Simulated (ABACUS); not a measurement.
# Ga (I4/mmm) in ABACUS: convergence with density cutoff

Aim: find how far density cutoff must go before the results for Ga settle, at PBEsol. This setting moves, with any that are tied to it; all else stays.

Everything below comes from runs of ABACUS 3.10.1. Logs are shortened: lines on timing, memory, paths and dates and some standing lists are left out, and cuts for length are marked.

## 1. The crystal as given

The structure is tetragonal, space group I4/mmm (No. 139). Conventional cell: a = 2.769 Å, b = 2.769 Å, c = 4.622 Å, α = 90.00°, β = 90.00°, γ = 90.00°. Ga (site symmetry 4/mmm) has 12 Ga at 2.77 to 3.03 Å as nearest neighbours.

This isn't the form of Ga at room conditions, which is orthorhombic.

## 2. With density cutoff 160 Ry

INPUT

```
INPUT_PARAMETERS
suffix              Ga
calculation         scf
basis_type          pw
pseudo_dir          ./
symmetry            1
dft_functional      pbesol
ecutwfc             40
pseudo_rcut         10
nspin               1
nbands              14
ks_solver           dav
smearing_method     gauss
smearing_sigma      0.00734986
scf_thr             1e-08
scf_nmax            100
mixing_type         broyden
mixing_beta         0.7
cal_force           1
cal_stress          1
ecutrho             160
kpar                4
```

STRU

```
ATOMIC_SPECIES
Ga 69.7230 ga_pbesol_v1.4.uspp.F.UPF

LATTICE_CONSTANT
1.8897261246

LATTICE_VECTORS
-1.3843987196 1.3843987196 2.3112238365
1.3843987196 -1.3843987196 2.3112238365
1.3843987196 1.3843987196 -2.3112238365

ATOMIC_POSITIONS
Direct

Ga
0.0
1
0.0000000000 0.0000000000 0.0000000000 1 1 1
```

KPT

```
K_POINTS
0
Gamma
10 10 10 0 0 0
```

Potentials or basis: GBRV ultrasoft 1.5 PBEsol, plane waves.

On the command line:

```
$ OMP_NUM_THREADS=1 mpirun -np 4 abacus > log
```

It took 6.7 s on 4 MPI ranks of Intel Xeon Platinum 8259CL at 2.50GHz (Skylake/Cascade Lake), shared host; peak memory 0.24 GiB.

Results:

```yaml
Free_energy: -5646.2225 eV
Pressure: -0.4 GPa
Band_gap_on_the_k_mesh: none (metal or under the smearing width)
```

## 3. With density cutoff 200 Ry

Changes to INPUT since step 2:

```diff
@@ -20,3 +20,3 @@
 cal_stress          1
-ecutrho             160
+ecutrho             200
 kpar                4
```

STRU is that of step 2.

KPT is that of step 2.

Potentials or basis: GBRV ultrasoft 1.5 PBEsol, plane waves.

On the command line:

```
$ OMP_NUM_THREADS=1 mpirun -np 4 abacus > log
```

Wall time 10 s (4 MPI ranks of Intel Xeon Platinum 8259CL at 2.50GHz (Skylake/Cascade Lake), shared host); peak memory 0.28 GiB.

Results:

| Property | Result |
| --- | --- |
| Free energy | -5646.2224 eV |
| Pressure | -0.4 GPa |
| Band gap on the k mesh | none (metal or under the smearing width) |

## 4. With density cutoff 240 Ry

Changes to INPUT since step 3:

```diff
@@ -20,3 +20,3 @@
 cal_stress          1
-ecutrho             200
+ecutrho             240
 kpar                4
```

STRU is that of step 3.

KPT is that of step 3.

On the command line:

```
$ OMP_NUM_THREADS=1 mpirun -np 4 abacus > log
```

Run time: 8.8 s. Hardware: 4 MPI ranks of Intel Xeon Platinum 8259CL at 2.50GHz (Skylake/Cascade Lake), shared host; peak memory 0.32 GiB.

Results:

```
Free energy            : -5646.2224 eV
Pressure               : -0.4 GPa
Band gap on the k mesh : none (metal or under the smearing width)
```

## 5. With density cutoff 320 Ry

Changes to INPUT since step 4:

```diff
@@ -20,3 +20,3 @@
 cal_stress          1
-ecutrho             240
+ecutrho             320
 kpar                4
```

STRU is that of step 4.

KPT is that of step 4.

On the command line:

```
$ OMP_NUM_THREADS=1 mpirun -np 4 abacus > log
```

It took 11 s on 4 MPI ranks of Intel Xeon Platinum 8259CL at 2.50GHz (Skylake/Cascade Lake), shared host; peak memory 0.36 GiB.

It converged, with:

```
Free energy            : -5646.2224 eV
Pressure               : -0.4 GPa
Band gap on the k mesh : none (metal or under the smearing width)
```

## 6. With density cutoff 400 Ry

Changes to INPUT since step 5:

```diff
@@ -20,3 +20,3 @@
 cal_stress          1
-ecutrho             320
+ecutrho             400
 kpar                4
```

STRU is that of step 5.

KPT is that of step 5.

Potentials or basis: GBRV ultrasoft 1.5 PBEsol, plane waves.

On the command line:

```
$ OMP_NUM_THREADS=1 mpirun -np 4 abacus > log
```

Run time: 14 s. Hardware: 4 MPI ranks of Intel Xeon Platinum 8259CL at 2.50GHz (Skylake/Cascade Lake), shared host; peak memory 0.44 GiB.

The run converged. Its results:

| Property | Result |
| --- | --- |
| Free energy | -5646.2225 eV |
| Pressure | -0.4 GPa |
| Band gap on the k mesh | none (metal or under the smearing width) |

## 7. With density cutoff 480 Ry

Changes to INPUT since step 6:

```diff
@@ -20,3 +20,3 @@
 cal_stress          1
-ecutrho             400
+ecutrho             480
 kpar                4
```

STRU is that of step 6.

KPT is that of step 6.

On the command line:

```
$ OMP_NUM_THREADS=1 mpirun -np 4 abacus > log
```

It took 15 s on 4 MPI ranks of Intel Xeon Platinum 8259CL at 2.50GHz (Skylake/Cascade Lake), shared host; peak memory 0.52 GiB.

It converged, with:

```yaml
Free_energy: -5646.2225 eV
Pressure: -0.4 GPa
Band_gap_on_the_k_mesh: none (metal or under the smearing width)
```

## 8. With density cutoff 640 Ry

Changes to INPUT since step 7:

```diff
@@ -20,3 +20,3 @@
 cal_stress          1
-ecutrho             480
+ecutrho             640
 kpar                4
```

STRU is that of step 7.

KPT is that of step 7.

Potentials or basis: GBRV ultrasoft 1.5 PBEsol, plane waves.

On the command line:

```
$ OMP_NUM_THREADS=1 mpirun -np 4 abacus > log
```

running log:

```text
ABACUS v3.10.1

               Atomic-orbital Based Ab-initio Computation at UStc

 ------------------------------------------------------------------------------------

 READING GENERAL INFORMATION
                           global_out_dir = OUT.Ga/
                           global_in_card = INPUT
                               pseudo_dir = ./
                              orbital_dir =
                                    DSIZE = 4
                                    GSIZE = 1

 READING UNITCELL INFORMATION
                                    ntype = 1
                  lattice constant (Bohr) = 1.88973
              lattice constant (Angstrom) = 1

 READING ATOM TYPE 1
                               atom label = Ga
                      L=0, number of zeta = 1
                      L=1, number of zeta = 1
                      L=2, number of zeta = 1
             number of atom for this type = 1

                        TOTAL ATOM NUMBER = 1
DIRECT COORDINATES
    atom                   x                   y                   z     mag                  vx                  vy                  vz
taud_Ga1            0.0000000000        0.0000000000        0.0000000000  0.0000        0.0000000000        0.0000000000        0.0000000000

                          Volume (Bohr^3) = 119.57
                             Volume (A^3) = 17.7184

 Lattice vectors: (Cartesian coordinate: in unit of a_0)
              -1.3844             +1.3844            +2.31122
              +1.3844             -1.3844            +2.31122
              +1.3844             +1.3844            -2.31122
 Reciprocal vectors: (Cartesian coordinate: in unit of 2 pi/a_0)
                   +0           +0.361168           +0.216336
            +0.361168                  +0           +0.216336
            +0.361168           +0.361168                  +0
 The esolver type has been set to : ksdft_pw

                PAO radial cut off (Bohr) = 10

 Read in pseudopotential file is ga_pbesol_v1.4.uspp.F.UPF
                     pseudopotential type = US
          exchange-correlation functional = PBEsol
                 nonlocal core correction = 1
                        valence electrons = 19
                                     lmax = 2
                           number of zeta = 4
                     number of projectors = 6
                           L of projector = 0
                           L of projector = 0
                           L of projector = 1
                           L of projector = 1
                           L of projector = 2
                           L of projector = 2
 XC functional updated to : pbesol
          exchange-correlation functional = PBESOL
     initial pseudo atomic orbital number = 12

 SETUP THE ELECTRONS NUMBER
            electron number of element Ga = 19
      total electron number of element Ga = 19
            AUTOSET number of electrons:  = 19
                           occupied bands = 10
                                   NBANDS = 14
[... 156 lines left out ...]

 SETUP NONLOCAL PSEUDOPOTENTIALS IN PLANE WAVE BASIS
 Ga non-local projectors:
 projector 1 L=0
 projector 2 L=0
 projector 3 L=1
 projector 4 L=1
 projector 5 L=2
 projector 6 L=2
      TOTAL NUMBER OF NONLOCAL PROJECTORS = 18

 Init Non-Local PseudoPotential table :
 Init Non-Local-Pseudopotential done.

                                     npwx = 519

 Make real space PAO into reciprocal space.
       max mesh points in Pseudopotential = 693
     dq(describe PAO in reciprocal space) = 0.01
                                    max q = 763

 number of pseudo atomic orbitals for Ga is 4
WARNING: norm of atomic wavefunction # 4 of atomic type Ga is 0.999966, renormalized

 -------------------------------------------
 SELF-CONSISTENT
 -------------------------------------------
                                 init_chg = atomic

 PW ALGORITHM --------------- ION=   1  ELEC=   1--------------------------------

 Density error is 9.1761063539
                          Error Threshold = 0.01
----------------------------------------------------------
     Energy           Rydberg                 eV
----------------------------------------------------------
 E_KohnSham     -409.4501041547      -5570.8544631979
 E_Harris       -484.3804831063      -6590.3345702386
 E_Fermi        1.1335241227         15.4223868893
----------------------------------------------------------
[... 75 lines left out ...]
 Density error is 9.62432640051e-09
                          Error Threshold = 5.10199519295e-09
----------------------------------------------------------
     Energy           Rydberg                 eV
----------------------------------------------------------
 E_KohnSham     -414.9895485984      -5646.2224713862
 E_KS(sigma->0) -414.9894625604      -5646.2213007787
 E_Harris       -414.9874376903      -5646.1937510081
 E_band         -36.7906951438       -500.5630873362
 E_one_elec     -327.6261623017      -4457.5826211761
 E_Hartree      172.0679574012       2341.1046638774
 E_xc           -47.9858915482       -652.8815486657
 E_Ewald        -211.4452800736      -2876.8606242068
 E_entropy(-TS) -0.0001720761        -0.0023412150
 E_descf        0.0000000000         0.0000000000
 E_exx          0.0000000000         0.0000000000
 E_Fermi        0.8736473806         11.8865824194
----------------------------------------------------------

 charge density convergence is achieved
 final etot is -5646.2224714 eV
 EFERMI = 11.886582419 eV

 STATE ENERGY(eV) AND OCCUPATIONS    NSPIN == 1
 1/26 kpoint (Cartesian) = 0.0000 0.0000 0.0000 (517 pws)
       1       -82.3264     0.00200000
       2       -82.3088     0.00200000
       3       -82.3088     0.00200000
       4       -3.07932     0.00200000
       5       -2.91245     0.00200000
       6       -2.87839     0.00200000
       7       -2.87839     0.00200000
       8       -2.71731     0.00200000
       9       0.391396     0.00200000
      10        24.6516        0.00000
      11        24.9588        0.00000
      12        24.9588        0.00000
      13        28.1083        0.00000
      14        29.0682        0.00000
[... 66 lines left out ...]
       1       -82.3280     0.00800000
       2       -82.3143     0.00800000
       3       -82.3087     0.00800000
       4       -3.05181     0.00800000
       5       -3.02471     0.00800000
       6       -2.86718     0.00800000
       7       -2.71096     0.00800000
       8       -2.65746     0.00800000
       9        7.02452     0.00800000
      10        7.70864     0.00800000
      11        19.8442        0.00000
      12        23.7552        0.00000
      13        24.4920        0.00000
      14        28.0608        0.00000

[... levels at 20 further k points ...]

------------------------------------------------------------------------------------------
 TOTAL-FORCE (eV/Angstrom)
------------------------------------------------------------------------------------------
                       Ga1         0.0000000000         0.0000000000         0.0000000000
------------------------------------------------------------------------------------------

----------------------------------------------------------------
 TOTAL-STRESS (KBAR)
----------------------------------------------------------------
         8.9575219519        -0.0000000000        -0.0000000000
        -0.0000000000         8.9575219519         0.0000000000
         0.0000000000         0.0000000000       -28.5980003957
----------------------------------------------------------------
 TOTAL-PRESSURE: -3.560985 KBAR

 --------------------------------------------
 !FINAL_ETOT_IS -5646.2224713862433418 eV
 --------------------------------------------
```

It took 21 s on 4 MPI ranks of Intel Xeon Platinum 8259CL at 2.50GHz (Skylake/Cascade Lake), shared host; peak memory 0.68 GiB.

Results:

| Property | Result |
| --- | --- |
| Free energy | -5646.2225 eV |
| Pressure | -0.4 GPa |
| Band gap on the k mesh | none (metal or under the smearing width) |

## 9. Summary

```
density cutoff  energy less the tightest run, at zero smearing (meV/atom)  SCF cycles  CPU time (s)
        160 Ry                                                      -0.01           8            26
        200 Ry                                                       0.07           8            41
        240 Ry                                                       0.07           8            35
        320 Ry                                                       0.02           8            45
        400 Ry                                                       0.01           8            55
        480 Ry                                                       0.01           8            62
        640 Ry                                                       0.00           8            84
```

Against the tightest run, the energy stays within 1 meV/atom from 160 Ry on. The tightest run that finished is the yardstick and may itself not be fully converged.
